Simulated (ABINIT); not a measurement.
# W (Im-3m) in ABINIT: single point with PBEsol

Aim: the single point of W with PBEsol.

All numbers are computed with ABINIT 10.8.3 (patched build); they aren't measurements. Logs are shortened: lines on timing, memory, paths and dates and some standing lists are left out, and cuts for length are marked. The log counts tension as positive stress, the text compression.

## 1. The structure

Symmetry: Im-3m, No. 229, cubic system. The conventional cell has a = 3.165 Å, b = 3.165 Å, c = 3.165 Å, α = 90.00°, β = 90.00°, γ = 90.00°. W (site symmetry m-3m) has 8 W at 2.74 Å as nearest neighbours.

## 2. Single point, PBEsol

Contents of run.abi:

```
# Pseudopotentials
pp_dirpath "./"
pseudos "W.GGA_PBE-JTH.xml"

# Structure
acell 5.1791760466 5.1791760466 5.1791760466
rprim
    -0.5773502692     0.5773502692     0.5773502692
     0.5773502692    -0.5773502692     0.5773502692
     0.5773502692     0.5773502692    -0.5773502692
ntypat 1
znucl 74
natom 1
typat 1
xred
     0.0000000000     0.0000000000     0.0000000000

# Plane-wave basis
ecut 16.0
pawecutdg 32.0

# k points
kptopt 1
ngkpt 7 7 7
nshiftk 1
shiftk 0.0 0.0 0.0

# Exchange and correlation
ixc -116133

# Bands and occupations
nband 11
occopt 3
tsmear 0.05 eV

# SCF cycle
nstep 100
tolvrs 1.0e-9

# Output
iomode 3
prtwf 0
prtden 0
prteig 0
prtebands 0
enunit 2
```

Potentials or basis: JTH PAW PBE v2.0.

Started as:

```sh
abinit run.abi > log 2>&1
```

run.abo:

```text
.Version 10.8.3 of ABINIT
 Symmetries : space group Im -3 m (#229); Bravais cI (body-center cubic)
================================================================================
 Values of the parameters that define the memory need of the present run
     intxc =       0    ionmov =       0      iscf =      17    lmnmax =      18
     lnmax =       6     mgfft =      20  mpssoang =       3    mqgrid =    3001
     natom =       1  nloc_mem =       2    nspden =       1   nspinor =       1
    nsppol =       1      nsym =      48    n1xccc =       1    ntypat =       1
    occopt =       3   xclevel =       2
       mpw =         337          nfft =        8000          nkpt =          20
 PAW method is used; the additional fine FFT grid is defined by:
   mgfftf=        30    nfftf =     27000
================================================================================
================================================================================

--------------------------------------------------------------------------------
------------- Echo of variables that govern the present computation ------------
--------------------------------------------------------------------------------
 -outvars: echo values of preprocessed input variables --------
            acell      5.1791760466E+00  5.1791760466E+00  5.1791760466E+00 Bohr
              amu      1.83850000E+02
             ecut      1.60000000E+01 Hartree
           enunit           2
              ixc     -116133
         kptrlatt        7    0    0      0    7    0      0    0    7
          kptrlen      3.62542323E+01
            natom           1
            nband          11
            ngfft          20      20      20
          ngfftdg          30      30      30
             nkpt          20
            nstep         100
             nsym          48
           ntypat           1
           occopt           3
        pawecutdg      3.20000000E+01 Hartree
         pawxcdev           0
           prtden           0
        prtebands           0
           prteig           0
            prtwf           0
            rprim     -5.7735026920E-01  5.7735026920E-01  5.7735026920E-01
                       5.7735026920E-01 -5.7735026920E-01  5.7735026920E-01
                       5.7735026920E-01  5.7735026920E-01 -5.7735026920E-01
          spgroup         229
           tolvrs      1.00000000E-09
           tsmear      1.83746611E-03 Hartree
            typat      1
           useylm           1
            znucl       74.00000

================================================================================

 chkinp: Checking input parameters for consistency.

================================================================================
== DATASET  1 ==================================================================

--- !DatasetInfo
iteration_state: {dtset: 1, }
dimensions: {natom: 1, nkpt: 20, mband: 11, nsppol: 1, nspinor: 1, nspden: 1, mpw: 337, }
cutoff_energies: {ecut:  16.0, pawecutdg:  32.0, }
[... 106 lines left out ...]
 rms dE/dt=  0.0000E+00; max dE/dt=  0.0000E+00; dE/dt below (all hartree)
    1       0.000000000000      0.000000000000      0.000000000000

 cartesian coordinates (angstrom) at end:
    1      0.00000000000000     0.00000000000000     0.00000000000000

 cartesian forces (hartree/bohr) at end:
    1     -0.00000000000000    -0.00000000000000    -0.00000000000000
 frms,max,avg= 0.0000000E+00 0.0000000E+00   0.000E+00  0.000E+00  0.000E+00 h/b

 cartesian forces (eV/Angstrom) at end:
    1     -0.00000000000000    -0.00000000000000    -0.00000000000000
 frms,max,avg= 0.0000000E+00 0.0000000E+00   0.000E+00  0.000E+00  0.000E+00 e/A
 length scales=  5.179176046600  5.179176046600  5.179176046600 bohr
              =  2.740701933256  2.740701933256  2.740701933256 angstroms
 Fermi (or HOMO) energy (hartree) =   0.35666   Average Vxc (hartree)=  -0.49214
 Eigenvalues (hartree) for nkpt=  20  k points:
 kpt#   1, nband= 11, wtk=  0.00292, kpt=  0.0000  0.0000  0.0000 (reduced coord)
  -2.37166   -1.03202   -1.03202   -1.03202   -0.00043    0.30890    0.30890    0.30890
   0.43641    0.43641    0.90095
      occupation numbers for kpt#   1
   2.00000    2.00000    2.00000    2.00000    2.00000    2.00000    2.00000    2.00000
   0.00000    0.00000    0.00000
 prteigrs : prtvol=0 or 1, do not print more k-points.

 Fermi (or HOMO) energy (eV) =   9.70508   Average Vxc (eV)= -13.39190
 Eigenvalues (   eV  ) for nkpt=  20  k points:
 kpt#   1, nband= 11, wtk=  0.00292, kpt=  0.0000  0.0000  0.0000 (reduced coord)
 -64.53616  -28.08266  -28.08266  -28.08266   -0.01157    8.40572    8.40572    8.40572
  11.87531   11.87531   24.51618
 prteigrs : prtvol=0 or 1, do not print more k-points.

--- !EnergyTerms
iteration_state     : {dtset: 1, }
comment             : Components of total free energy in Hartree
kinetic             :  6.79573045721820E+00
hartree             :  9.98259754147303E+00
xc                  : -7.60893287933710E+00
Ewald energy        : -5.96356489406860E+01
psp_core            :  6.16219598041005E+00
local_psp           : -2.81169303579243E+01
PAW spherical_terms :  3.32741122763505E+00
internal            : -6.90935769712110E+01
'-kT*entropy'       : -3.59692623807764E-04
total_energy        : -6.90939366638348E+01
total_energy_eV     : -1.88014179781496E+03
...

--- !EnergyTermsDC
iteration_state     : {dtset: 1, }
comment             : '"Double-counting" decomposition of free energy'
band_energy         : -9.67649749355714E+00
Ewald energy        : -5.96356489406860E+01
psp_core            :  6.16219598041005E+00
xc_dc               : -1.33175413182275E+01
PAW spherical_terms :  7.37392721300436E+00
internal            : -6.90935645590561E+01
'-kT*entropy'       : -3.59692623807764E-04
total_energy_dc     : -6.90939242516800E+01
total_energy_dc_eV  : -1.88014146006302E+03
...

--- !EnergyTermsWithPAWCore
iteration_state     : {dtset: 1, }
comment             : 'Components of total free energy, including PAW core contributions'
Total energy        : -1.61382566038093E+04
Total energy DC     : -1.61382565913971E+04
Total energy (eV)   : -4.39144333783007E+05
Total energy DC (eV): -4.39144333445255E+05
...

 Cartesian components of stress tensor (hartree/bohr^3)
  sigma(1 1)=  7.89079190E-05  sigma(3 2)=  0.00000000E+00
  sigma(2 2)=  7.89079190E-05  sigma(3 1)=  0.00000000E+00
  sigma(3 3)=  7.89079190E-05  sigma(2 1)=  0.00000000E+00

-Cartesian components of stress tensor (GPa)         [Pressure= -2.3216E+00 GPa]
- sigma(1 1)=  2.32155113E+00  sigma(3 2)=  0.00000000E+00
- sigma(2 2)=  2.32155113E+00  sigma(3 1)=  0.00000000E+00
- sigma(3 3)=  2.32155113E+00  sigma(2 1)=  0.00000000E+00

== END DATASET(S) ==============================================================
================================================================================

 -outvars: echo values of variables after computation  --------
            acell      5.1791760466E+00  5.1791760466E+00  5.1791760466E+00 Bohr
           etotal     -6.9093924252E+01
            fcart     -0.0000000000E+00 -0.0000000000E+00 -0.0000000000E+00
            rprim     -5.7735026920E-01  5.7735026920E-01  5.7735026920E-01
                       5.7735026920E-01 -5.7735026920E-01  5.7735026920E-01
                       5.7735026920E-01  5.7735026920E-01 -5.7735026920E-01
           strten      7.8907919018E-05  7.8907919018E-05  7.8907919018E-05
                       0.0000000000E+00  0.0000000000E+00  0.0000000000E+00
 Calculation completed.
```

Wall time 11 s (1 thread of Intel Xeon at 2.70GHz, shared host); peak memory 0.11 GiB.

What came out:

- Free energy: -1880.1415 eV
- Pressure: -2.3 GPa
- Band gap on the k mesh: none (metal or under the smearing width)
- Valence electrons inside the program's atomic spheres: W 11.76 (radii [1.2763] Å)

Levels at points of the mesh, in eV from the Fermi level:
| k point | band 3 | band 4 | band 5 | band 6 | band 7 | band 8 | band 9 | band 10 | band 11 |
| --- | --- | --- | --- | --- | --- | --- | --- | --- | --- |
| (0.00, 0.00, 0.00) | -37.79 | -37.79 | -9.72 | -1.30 | -1.30 | -1.30 | 2.17 | 2.17 | 14.81 |

Caveat: the k mesh is coarse (spacing up to 0.40 Å⁻¹), so the values aren't converged; the PAW data sets were made with another functional, which shifts forces and pressure a little.
